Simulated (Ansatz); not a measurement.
# Li: computed properties

All numbers below come from Ansatz, DFT PBE+D3(BJ), scalar-relativistic, plane waves, PAW.

Cutoff 420 eV; k points 18×18×6 on the computed 4-atom cell (Γ-centred); Gaussian smearing, width 0.10 eV; no spin polarisation.

The structure is relaxed at this level of theory with its symmetry kept. This form isn't the element's structure at ambient conditions.

```
Li
1.0
     2.95004    0.00000    0.00000
    -1.47502    2.55481    0.00000
     0.00000    0.00000    9.68781
Li
4
Cartesian
  0.0000 0.0000 0.0000
  0.0000 1.7032 2.4220
  0.0000 0.0000 4.8439
  1.4750 0.8516 7.2659
```

```
Space group                          : P6_3/mmc (No. 194)
Volume per atom                      : 18.25 Å³
Kohn–Sham band gap                   : none (metal)
Density of states at the Fermi level : 2.00 states/eV per cell
Bulk modulus                         : 15.6 GPa
Its pressure derivative              : 3.3
```